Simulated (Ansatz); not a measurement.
# BAs (F-43m) in Ansatz: notebook

Aim: see how the results for BAs move with the level of theory and the settings. Levels: BLYP+D4, revPBE, PBEsol, PBE. Tasks: relaxation of cell and atoms, single point.

Everything below comes from runs of Ansatz 0.2.0. Logs are shortened: lines on timing, memory, paths and dates and some standing lists are left out, and cuts for length are marked.

## Step 1: The crystal as given

The structure is cubic, space group F-43m (No. 216). The conventional cell has a = 4.777 Å, b = 4.777 Å, c = 4.777 Å, α = 90.00°, β = 90.00°, γ = 90.00°. Around As (site symmetry -43m) lie 4 B at 2.07 Å. Around B (site symmetry -43m) lie 4 As at 2.07 Å.

## Step 2: Relaxation of cell and atoms, BLYP+D4

input.yaml reads:

```yaml
crystal:
  lattice:
    - [0.0, 2.3885, 2.3885]
    - [2.3885, 0.0, 2.3885]
    - [2.3885, 2.3885, 0.0]
  atoms:
    - { symbol: As, position: [0.75, 0.75, 0.75] }
    - { symbol: B, position: [0.0, 0.0, 0.0] }
kpoints:
  mp_grid: { grid: [10, 10, 10] }
scf:
  occupations: { method: fermi_dirac, width: 0.05 }
hamiltonian:
  xc: blyp
  dispersion: d4
  pseudopotentials: { kind: all_electron, lapw: { basis_error: 0.001 } }
output:
  forces: true
  stress: true
relax:
  f_tol: 0.005
  max_steps: 60
  cell: {}
```

Potentials or basis: all-electron LAPW, scalar-relativistic.

The run is started by

```sh
$ ansatz run input.yaml --threads 1 --pin off --max-ram 3072MiB --backend cpu --events-out ev --progress --plain --runs-dir out
```

Output:

```text
Warning: RAYON_NUM_THREADS=1 ignored (pool sized by the plan → 1); use --threads N
The last accepted step is kept in <dir> (removed where the run ends without a failure and the disk answers)
LAPW: plane waves up to 9.447 Å⁻¹, error target 1.0e-3 eV per atom; small_component_spin mean_spin; B in spheres of 0.825 Å, 5 of its electrons in bands, Dirac shells []; As in spheres of 1.181 Å, 23 of its electrons in bands, Dirac shells [] (how accurate: hamiltonian.pseudopotentials.lapw.basis_error, Limitations)
Engine: ansatz 0.2.0, aarch64-unknown-linux-gnu
Pseudopotentials: kind: all_electron
Pseudopotential: As, LAPW, valence charge 23, lapw/all_electron/scalar/gaussian/As, Koelling and Harmon's equation, gaussian nucleus
Pseudopotential: B, LAPW, valence charge 5, lapw/all_electron/scalar/gaussian/B, Koelling and Harmon's equation, gaussian nucleus
Functional definition: BLYP
  parameter beta = 0.0042
  parameter a = 0.04918
  parameter b = 0.132
  parameter c = 0.2533
  parameter d = 0.349
  exchange = b88_x(beta = beta)
  correlation = lyp_c(a = a, b = b, c = c, d = d)
Crystal: 2 atoms, lattice volume = 27.252 Å³
Basis set: ecut = 340.01982116577875 eV, 387 PW (Γ), exchange–correlation at level 2
Bands: 18, of which v1, the nominal top of the filled ones, is band 14 counted from 1 (13 counted from 0)
Symmetry: 24 space group operations
Space group: F-43m (ITA 216), of the structure as read, at distance tolerance 3.0e-5 Å
k-points: 47 of 1000 (time reversal used)
Non-local potential: As, projectors of the file, none
Non-local potential: B, projectors of the file, none
Initial density: superposition of atomic densities (chi_scale 0.1, normalization cell, long waves kept (reshape's long-wave potential 0.00 eV rms))
Initial wavefunctions: plane waves of lowest kinetic energy (no species holds an atomic orbital)
Functional: x = b88, c = lyp
iter 1 solved again at ethr=7.63e-3 eV; its pass at ethr=1.00e-1 eV (dr2=2.14e0 eV) is discarded
SCF iter   1: F=—  HF=-62213.179694 eV  |F-HF|=—  |Δ(HF+E_count)|=         —  Δρ=7.63e-2  dr2=2.14e0  ethr=7.63e-3  ⟨swp⟩=2.0  Hψ=5554  notcnv=0
preconditioner: auto → none  [insulator: Δε(μ)=1.986 eV  Ē_g=12.440 eV  σ=0.050 eV  W_gap=1.00  n_scr=14 (ndim 8)  ℏωp=20.1 eV  f_vac=0.000  D(μ)=0.00/eV (n_scr^D=0)  ε∞_Penn≈3.6]
iter 2 solved again at ethr=6.86e-4 eV; its pass at ethr=7.63e-3 eV (dr2=1.92e-1 eV) is discarded
SCF iter   2: F=—  HF=-62212.555917 eV  |F-HF|=—  |Δ(HF+E_count)|=   6.24e-1  Δρ=2.66e-2  dr2=1.92e-1  ethr=6.86e-4  ⟨swp⟩=2.0  Hψ=4409  notcnv=0
SCF iter   3: F=—  HF=-62212.513742 eV  |F-HF|=—  |Δ(HF+E_count)|=   4.22e-2  Δρ=1.14e-2  dr2=2.94e-2  ethr=6.86e-4  ⟨swp⟩=2.0  Hψ=2397  notcnv=0
SCF iter   4: F=—  HF=-62212.513322 eV  |F-HF|=—  |Δ(HF+E_count)|=         —  Δρ=3.48e-3  dr2=2.73e-3  ethr=1.05e-4  ⟨swp⟩=2.0  Hψ=2397  notcnv=0
the basis was enlarged: its passes take 84.0 KiB over the memory plan, 1 of 1 planned eigensolver slots
SCF iter   5: F=—  HF=-62212.512442 eV  |F-HF|=—  |Δ(HF+E_count)|=   8.79e-4  Δρ=7.95e-4  dr2=8.90e-5  ethr=9.74e-6  ⟨swp⟩=2.3  Hψ=2233  notcnv=0
SCF iter   6: F=—  HF=-62212.512508 eV  |F-HF|=—  |Δ(HF+E_count)|=   6.61e-5  Δρ=1.14e-4  dr2=1.94e-6  ethr=3.18e-7  ⟨swp⟩=2.6  Hψ=2248  notcnv=0
SCF iter   7: F=-62212.512510 eV  HF=-62212.512510 eV  |F-HF|=7.44e-9  |Δ(HF+E_count)|=   1.80e-6  Δρ=6.25e-6  dr2=5.30e-9  ethr=6.93e-9  ⟨swp⟩=3.0  Hψ=2397  notcnv=0
SCF 1 converged in 7 iterations: F = -62212.512510 eV  dr2 = 5.30e-9
relax step   1: F+E_penalty+E_count = -62212.51251024 eV  Δ(F+E_penalty+E_count) = +0.000e0 eV  max|allowed force component| = 7.170e-17 eV/Å  Δτ_max = 0.0000 Å  P = -1.079 GPa  Ω = 27.252 Å³  (7 SCF iters, accepted)
Crystal: 2 atoms, lattice volume = 27.098 Å³
Basis set: ecut = 341.3065115137075 eV, 387 PW (Γ), exchange–correlation at level 2
Initial density: handed on by an earlier stage of this run
Initial wavefunctions: those handed on with the density
iter 1 solved again at ethr=4.03e-7 eV; its pass at ethr=1.00e-1 eV (dr2=1.13e-4 eV) is discarded
SCF iter   1: F=—  HF=-62212.513225 eV  |F-HF|=—  |Δ(HF+E_count)|=         —  Δρ=4.97e-4  dr2=9.84e-5  ethr=4.03e-7  ⟨swp⟩=3.8  Hψ=3937  notcnv=0
preconditioner: auto → none  [insulator: Δε(μ)=1.410 eV  Ē_g=12.491 eV  σ=0.050 eV  W_gap=1.00  n_scr=14 (ndim 8)  ℏωp=20.2 eV  f_vac=0.042  D(μ)=0.00/eV (n_scr^D=0)  ε∞_Penn≈3.6]
iter 2 solved again at ethr=1.41e-8 eV; its pass at ethr=3.52e-7 eV (dr2=3.95e-6 eV) is discarded
SCF iter   2: F=—  HF=-62212.513194 eV  |F-HF|=—  |Δ(HF+E_count)|=   3.12e-5  Δρ=1.04e-4  dr2=3.95e-6  ethr=1.41e-8  ⟨swp⟩=2.0  Hψ=4012  notcnv=0
SCF iter   3: F=—  HF=-62212.513192 eV  |F-HF|=—  |Δ(HF+E_count)|=   1.43e-6  Δρ=3.89e-5  dr2=5.15e-7  ethr=1.41e-8  ⟨swp⟩=2.0  Hψ=2209  notcnv=0
SCF iter   4: F=-62212.513192 eV  HF=-62212.513192 eV  |F-HF|=1.77e-8  |Δ(HF+E_count)|=   4.63e-8  Δρ=1.24e-5  dr2=3.90e-8  ethr=1.84e-9  ⟨swp⟩=3.0  Hψ=2298  notcnv=0
SCF 2 converged in 4 iterations: F = -62212.513192 eV  dr2 = 3.90e-8
relax step   2: F+E_penalty+E_count = -62212.51319232 eV  Δ(F+E_penalty+E_count) = -6.821e-4 eV  max|allowed force component| = 4.626e-17 eV/Å  Δτ_max = 0.0000 Å  P = -0.338 GPa  Ω = 27.098 Å³  (4 SCF iters, accepted)
Crystal: 2 atoms, lattice volume = 27.029 Å³
Basis set: ecut = 341.8917431414382 eV, 387 PW (Γ), exchange–correlation at level 2
iter 1 solved again at ethr=8.44e-8 eV; its pass at ethr=1.00e-1 eV (dr2=2.36e-5 eV) is discarded
SCF iter   1: F=—  HF=-62212.513271 eV  |F-HF|=—  |Δ(HF+E_count)|=         —  Δρ=2.29e-4  dr2=2.08e-5  ethr=8.44e-8  ⟨swp⟩=4.0  Hψ=3927  notcnv=0
preconditioner: auto → none  [insulator: Δε(μ)=1.406 eV  Ē_g=12.512 eV  σ=0.050 eV  W_gap=1.00  n_scr=14 (ndim 8)  ℏωp=20.2 eV  f_vac=0.042  D(μ)=0.00/eV (n_scr^D=0)  ε∞_Penn≈3.6]
iter 2 solved again at ethr=3.12e-9 eV; its pass at ethr=7.43e-8 eV (dr2=8.73e-7 eV) is discarded
SCF iter   2: F=—  HF=-62212.513265 eV  |F-HF|=—  |Δ(HF+E_count)|=   6.37e-6  Δρ=5.00e-5  dr2=8.73e-7  ethr=3.12e-9  ⟨swp⟩=2.0  Hψ=4011  notcnv=0
SCF iter   3: F=—  HF=-62212.513264 eV  |F-HF|=—  |Δ(HF+E_count)|=   2.38e-7  Δρ=2.08e-5  dr2=1.32e-7  ethr=3.12e-9  ⟨swp⟩=2.0  Hψ=2209  notcnv=0
SCF iter   4: F=-62212.513264 eV  HF=-62212.513264 eV  |F-HF|=6.80e-9  |Δ(HF+E_count)|=   2.61e-8  Δρ=6.87e-6  dr2=1.15e-8  ethr=4.72e-10  ⟨swp⟩=3.0  Hψ=2297  notcnv=0
SCF 3 converged in 4 iterations: F = -62212.513264 eV  dr2 = 1.15e-8
relax step   3: F+E_penalty+E_count = -62212.51326439 eV  Δ(F+E_penalty+E_count) = -7.208e-5 eV  max|allowed force component| = 5.089e-17 eV/Å  Δτ_max = 0.0000 Å  P = +0.005 GPa  Ω = 27.029 Å³  (4 SCF iters, accepted)
iter 1 solved again at ethr=4.11e-11 eV; its pass at ethr=1.00e-1 eV (dr2=1.15e-8 eV) is discarded
SCF iter   1: F=—  HF=-62212.513264 eV  |F-HF|=—  |Δ(HF+E_count)|=         —  Δρ=6.88e-6  dr2=1.15e-8  ethr=4.11e-11  ⟨swp⟩=5.1  Hψ=4170  notcnv=0
preconditioner: auto → none  [insulator: Δε(μ)=1.405 eV  Ē_g=12.512 eV  σ=0.050 eV  W_gap=1.00  n_scr=14 (ndim 8)  ℏωp=20.2 eV  f_vac=0.042  D(μ)=0.00/eV (n_scr^D=0)  ε∞_Penn≈3.6]
SCF iter   2: F=-62212.513264 eV  HF=-62212.513264 eV  |F-HF|=9.02e-10  |Δ(HF+E_count)|=   6.56e-9  Δρ=3.62e-6  dr2=2.58e-9  ethr=4.11e-11  ⟨swp⟩=2.0  Hψ=2209  notcnv=0
SCF 4 converged in 2 iterations: F = -62212.513264 eV  dr2 = 2.58e-9
relax step   4: F+E_penalty+E_count = -62212.51326448 eV  Δ(F+E_penalty+E_count) = -8.215e-8 eV  max|allowed force component| = 3.585e-17 eV/Å  Δτ_max = 0.0000 Å  P = +0.005 GPa  Ω = 27.029 Å³  stress off target by 5.41e-3 GPa  SCF on the basis re-selected at this cell (its energy is not comparable with the rows above)  (2 SCF iters)
basis re-selected at this cell: Δ(F+E_penalty+E_count) = -8.215e-8 eV, ΔP = +0.000 GPa vs the last step (what re-selecting the basis moved, after the strain that the cell walked since its last selection, with what the two solves' SCF thresholds leave and, on support functions, any second-order correction that the steps lacked; it is no measure of the basis error at this ecutwfc). This SCF's stress stands 5.41e-3 GPa from its target on what of the cell is left free (relax.cell.stress_tol is 5.00e-2 GPa) and its largest allowed force component is 3.59e-17 eV/Å (relax.f_tol is 5.00e-3 eV/Å): within both
SCF converged after 2 iterations
Free energy (F): -62212.513264 eV
Harris-Foulkes:  -62212.513264 eV  (|F-HF|=9.02e-10)
Internal energy: -62212.513264 eV  (E = F + TS)
E sigma→0 (E₀):  -62212.513264 eV
Entropy (-TS):   -0.000000 eV (-0.000 meV/atom)
Fermi energy:    12.915582 eV
--- Per-component energies (eV) ---
  E_band       = -1558.473870
  E_kinetic    = 63590.208386
  E_xc         = -2405.324503
  E_electrostatic = -123395.930238  (all electrons and nuclei)
  E_disp       = -1.466909  (pairwise vdW)
  E_smearing   = -0.000000  (= −TS)
  E_closure    = 0.000000  (closes the sum)
  E_atoms      = -62201.151555  (free atoms, spherical and without spin; not in F)
  Σ components = -62212.513264   (vs F -62212.513264, Δ=0.00e0)
  Basis errors (estimates in eV, not in F): energy 5.9e-4 per atom: plane waves 5.5e-4 (3.4e-4 summed), levels above the bands 3.1e-38, relativity 9.7e-8, radial functions 3.6e-5, core shells 1.0e-10; eigenvalues (radial functions only) 7.4e-7; not estimated: angular momenta, meshes, grids; target (lapw.basis_error) 1.0e-3; muffin-tin radii B 0.823 Å, As 1.178 Å
--- Forces (eV/Å), atoms counted from 1 ---
  atom   1  As     0.00000000     0.00000000    -0.00000000
  atom   2  B     -0.00000000    -0.00000000     0.00000000
  max |Σ_I F_I| component: 1.85e-17 eV/Å
--- Stress (GPa, compression-positive) ---
        0.005408      -0.000000      -0.000000
       -0.000000       0.005408       0.000000
       -0.000000       0.000000       0.005408
  P = ⅓ Tr σ = 0.0054 GPa (0.054 kbar)
--- Relaxed structure (3 steps of the walk, 3 accepted, 1 SCFs on fresh bases) ---
  F+E_penalty+E_count = -62212.51326448 eV   max|allowed force component| = 3.585e-17 eV/Å   (the final SCF, on the basis selected at the relaxed cell)
  cell:  # Å, volume = 27.0289 Å³
    - [-5.350140634540369e-34, 2.381952280509437, 2.381952280509437]
    - [2.381952280509437, 1.4617348519369224e-33, 2.381952280509437]
    - [2.381952280509437, 2.381952280509437, -1.9426105875414447e-34]
  atoms:
    - { symbol: As, position: [0.7500000000000001, 0.7500000000000001, 0.7500000000000001] }
    - { symbol: B, position: [2.620587112940556e-34, -1.6798635339362537e-34, -2.351808947510755e-34] }
```

Wall time 28 s (1 thread of Arm Neoverse V1, shared host); peak memory 0.28 GiB.

Results:

```
Free energy                            : -62212.5133 eV
Relaxed volume                         : 13.51 Å³/atom
Relaxed cell                           : a = 3.369 Å, b = 3.369 Å, c = 3.369 Å, α = 60.00°, β = 60.00°, γ = 60.00°
Space group after relaxing (to 0.05 Å) : F-43m (No. 216)
Energy gained by relaxing              : 0.4 meV/atom
Ionic steps                            : 4
Pressure after relaxing                : 0.0 GPa
Band gap on the k mesh                 : 1.40 eV
```

The path:
```
step  energy change (eV)  largest force (eV/Å)  volume (Å³)
   1              0.0000                0.0000        27.25
   2             -0.0007                0.0000        27.10
   3             -0.0008                0.0000        27.03
   4             -0.0008                0.0000        27.03
```

Final structure:
```
As B
1.0
     0.00000    2.38195    2.38195
     2.38195    0.00000    2.38195
     2.38195    2.38195    0.00000
As B
1 1
Cartesian
  3.5729 3.5729 3.5729
  0.0000 0.0000 0.0000
```

## Step 3: Relaxation of cell and atoms, revPBE

Changes to input.yaml since step 2:

```diff
@@ -13,4 +13,3 @@
 hamiltonian:
-  xc: blyp
-  dispersion: d4
+  xc: revpbe
   pseudopotentials: { kind: all_electron, lapw: { basis_error: 0.001 } }
```

Potentials or basis: all-electron LAPW, scalar-relativistic.

The run is started by

```sh
$ ansatz run input.yaml --threads 1 --pin off --max-ram 3072MiB --backend cpu --events-out ev --progress --plain --runs-dir out
```

Output:

```text
Warning: RAYON_NUM_THREADS=1 ignored (pool sized by the plan → 1); use --threads N
[... 1 set-up line as earlier in the session ...]
LAPW: plane waves up to 9.416 Å⁻¹, error target 1.0e-3 eV per atom; small_component_spin mean_spin; B in spheres of 0.823 Å, 5 of its electrons in bands, Dirac shells []; As in spheres of 1.183 Å, 23 of its electrons in bands, Dirac shells [] (how accurate: hamiltonian.pseudopotentials.lapw.basis_error, Limitations)
[... 4 set-up lines as earlier in the session ...]
Functional definition: revPBE
  parameter kappa = 1.245
  parameter beta = 0.06672455060314922
  exchange = pbe_x(kappa = kappa, mu = beta*pi^2/3)
  correlation = pbe_c(beta = beta)
Crystal: 2 atoms, lattice volume = 27.252 Å³
Basis set: ecut = 337.79174193435296 eV, 387 PW (Γ), exchange–correlation at level 2
Bands: 18, of which v1, the nominal top of the filled ones, is band 14 counted from 1 (13 counted from 0)
[... 2 set-up lines as earlier in the session ...]
k-points: 47 of 1000 (time reversal used)
[... 4 set-up lines as earlier in the session ...]
Functional: x = revpbe(κ = 1.245, μ = 0.2195149727645171), c = pbe(β = 0.06672455060314922)
iter 1 solved again at ethr=6.51e-3 eV; its pass at ethr=1.00e-1 eV (dr2=1.82e0 eV) is discarded
SCF iter   1: F=—  HF=-62205.712227 eV  |F-HF|=—  |Δ(HF+E_count)|=         —  Δρ=7.13e-2  dr2=1.83e0  ethr=6.51e-3  ⟨swp⟩=2.0  Hψ=5544  notcnv=0
preconditioner: auto → none  [insulator: Δε(μ)=1.712 eV  Ē_g=12.456 eV  σ=0.050 eV  W_gap=1.00  n_scr=14 (ndim 8)  ℏωp=20.1 eV  f_vac=0.000  D(μ)=0.00/eV (n_scr^D=0)  ε∞_Penn≈3.6]
[... 54 lines left out ...]
Harris-Foulkes:  -62205.140797 eV  (|F-HF|=8.58e-9)
Internal energy: -62205.140797 eV  (E = F + TS)
E sigma→0 (E₀):  -62205.140797 eV
Entropy (-TS):   -0.000000 eV (-0.000 meV/atom)
Fermi energy:    11.843685 eV
--- Per-component energies (eV) ---
  E_band       = -1586.490705
  E_kinetic    = 63574.584892
  E_xc         = -2398.332464
  E_electrostatic = -123381.393225  (all electrons and nuclei)
  E_smearing   = -0.000000  (= −TS)
  E_closure    = 0.000000  (closes the sum)
  E_atoms      = -62194.361700  (free atoms, spherical and without spin; not in F)
  Σ components = -62205.140797   (vs F -62205.140797, Δ=0.00e0)
  Basis errors (estimates in eV, not in F): energy 5.4e-4 per atom: plane waves 5.0e-4 (3.0e-4 summed), levels above the bands 5.2e-35, relativity 9.1e-9, radial functions 4.1e-5, core shells 1.6e-11; eigenvalues (radial functions only) 7.0e-7; not estimated: angular momenta, meshes, grids; target (lapw.basis_error) 1.0e-3; muffin-tin radii B 0.833 Å, As 1.197 Å
--- Forces (eV/Å), atoms counted from 1 ---
  atom   1  As    -0.00000000    -0.00000000    -0.00000000
  atom   2  B      0.00000000     0.00000000     0.00000000
  max |Σ_I F_I| component: 2.31e-17 eV/Å
--- Stress (GPa, compression-positive) ---
        0.001718       0.000000       0.000000
        0.000000       0.001718       0.000000
        0.000000       0.000000       0.001718
  P = ⅓ Tr σ = 0.0017 GPa (0.017 kbar)
--- Relaxed structure (4 steps of the walk, 4 accepted, 1 SCFs on fresh bases) ---
  F+E_penalty+E_count = -62205.14079730 eV   max|allowed force component| = 4.510e-17 eV/Å   (the final SCF, on the basis selected at the relaxed cell)
  cell:  # Å, volume = 28.2167 Å³
    - [3.057223219737354e-34, 2.416343084670789, 2.416343084670789]
    - [2.416343084670789, 5.477524935362758e-33, 2.416343084670789]
    - [2.416343084670789, 2.416343084670789, 3.592237283191391e-33]
  atoms:
    - { symbol: As, position: [0.7500000000000001, 0.7500000000000001, 0.7500000000000001] }
    - { symbol: B, position: [4.065269752125734e-34, -4.266853376198084e-34, -3.930880669410833e-34] }
```

It took 33 s on 1 thread of Arm Neoverse V1, shared host; peak memory 0.28 GiB.

Results:

```yaml
Free_energy: -62205.1408 eV
Relaxed_volume: 14.11 Å³/atom
Relaxed_cell: a = 3.417 Å, b = 3.417 Å, c = 3.417 Å, α = 60.00°, β = 60.00°, γ = 60.00°
Space_group_after_relaxing_to_0.05_Å: F-43m (No. 216)
Energy_gained_by_relaxing: 6.9 meV/atom
Ionic_steps: 5
Pressure_after_relaxing: 0.0 GPa
Band_gap_on_the_k_mesh: 1.25 eV
```

Step by step:
```csv
step,energy change (eV),largest force (eV/Å),volume (Å³)
1,0.0000,0.0000,27.25
2,-0.0126,0.0000,27.93
3,-0.0138,0.0000,28.20
4,-0.0138,0.0000,28.22
5,-0.0138,0.0000,28.22
```

Final structure:
```
As B
1.0
     0.00000    2.41634    2.41634
     2.41634    0.00000    2.41634
     2.41634    2.41634    0.00000
As B
1 1
Direct
  0.75000 0.75000 0.75000
  0.00000 0.00000 0.00000
```

## Step 4: Relaxation of cell and atoms, PBEsol

Changes to input.yaml since step 3:

```diff
@@ -13,3 +13,3 @@
 hamiltonian:
-  xc: revpbe
+  xc: pbesol
   pseudopotentials: { kind: all_electron, lapw: { basis_error: 0.001 } }
@@ -19,3 +19,3 @@
 relax:
-  f_tol: 0.005
+  f_tol: 0.01
   max_steps: 60
```

The run is started by

```sh
$ ansatz run input.yaml --threads 1 --pin off --max-ram 3072MiB --backend cpu --events-out ev --progress --plain --runs-dir out
```

It took 26 s on 1 thread of Arm Neoverse V1, shared host; peak memory 0.28 GiB.

Results (log left out):

| Quantity | Value |
| --- | --- |
| Free energy | -62153.8561 eV |
| Relaxed volume | 13.54 Å³/atom |
| Relaxed cell | a = 3.371 Å, b = 3.371 Å, c = 3.371 Å, α = 60.00°, β = 60.00°, γ = 60.00° |
| Space group after relaxing (to 0.05 Å) | F-43m (No. 216) |
| Energy gained by relaxing | 0.2 meV/atom |
| Ionic steps | 4 |
| Pressure after relaxing | 0.0 GPa |
| Band gap on the k mesh | 1.08 eV |

Step by step:
```
step  energy change (eV)  largest force (eV/Å)  volume (Å³)
   1              0.0000                0.0000        27.25
   2             -0.0004                0.0000        27.13
   3             -0.0004                0.0000        27.09
   4             -0.0004                0.0000        27.09
```

Final structure:
```
As B
1.0
     0.00000    2.38374    2.38374
     2.38374    0.00000    2.38374
     2.38374    2.38374    0.00000
As B
1 1
Cartesian
  3.5756 3.5756 3.5756
  0.0000 0.0000 0.0000
```

A k mesh can miss the band edges.

## Step 5: Single point, PBE

input.yaml reads:

```yaml
crystal:
  lattice:
    - [0.0, 2.3885, 2.3885]
    - [2.3885, 0.0, 2.3885]
    - [2.3885, 2.3885, 0.0]
  atoms:
    - { symbol: As, position: [0.75, 0.75, 0.75] }
    - { symbol: B, position: [0.0, 0.0, 0.0] }
kpoints:
  mp_grid: { grid: [6, 6, 6] }
scf:
  occupations: { method: fermi_dirac, width: 0.02 }
hamiltonian:
  xc: pbe
  pseudopotentials: { kind: all_electron, lapw: { basis_error: 0.002 } }
output:
  forces: true
  stress: true
  eigenvalues: true
```

The run is started by

```sh
$ ansatz run input.yaml --threads 1 --pin off --max-ram 3072MiB --backend cpu --events-out ev --progress --plain --runs-dir out
```

It took 3.6 s on 1 thread of Arm Neoverse V1, shared host; peak memory 0.21 GiB.

It converged, with:

| Quantity | Value |
| --- | --- |
| Free energy | -62200.1479 eV |
| Pressure | 2.8 GPa |
| Band gap on the k mesh | 1.28 eV, indirect (least direct gap 3.28 eV) |

Levels at points of the mesh, in eV from the valence-band top:
```tsv
k point	band 11	band 12	band 13	band 14	band 15	band 16	band 17	band 18
(0.00, 0.00, 0.00)	-15.40	0.00	0.00	0.00	3.28	3.28	3.28	4.68
(0.00, 0.00, -0.50)	-12.53	-8.78	-1.82	-1.82	2.69	4.79	4.79	8.89
(0.00, -0.50, -0.50)	-11.22	-8.52	-4.07	-4.07	1.44	1.45	11.40	11.40
```

A k mesh can miss the band edges.

## Step 6: The runs side by side

| task | level | cell | k mesh | cutoff (eV) | smearing | basis error allowed | gap on the mesh (eV) | pressure (GPa) | relaxed volume (Å³/atom) |
| --- | --- | --- | --- | --- | --- | --- | --- | --- | --- |
| relaxation of cell and atoms | BLYP+D4 | relaxed | 10 × 10 × 10 | - | fermi-dirac 0.05 eV | 0.001 eV/atom | 1.40 | 0.0 | 13.51 |
| relaxation of cell and atoms | revPBE | relaxed | 10 × 10 × 10 | - | fermi-dirac 0.05 eV | 0.001 eV/atom | 1.25 | 0.0 | 14.11 |
| relaxation of cell and atoms | PBEsol | relaxed | 10 × 10 × 10 | - | fermi-dirac 0.05 eV | 0.001 eV/atom | 1.08 | 0.0 | 13.54 |
| single point | PBE | as given | 6 × 6 × 6 | 287 | fermi-dirac 0.02 eV | 0.002 eV/atom | 1.28 | 2.8 | - |

Alike in all rows: potentials or basis all-electron LAPW, scalar-relativistic; no spin polarisation.

Compare energies only between runs with the same functional and basis.
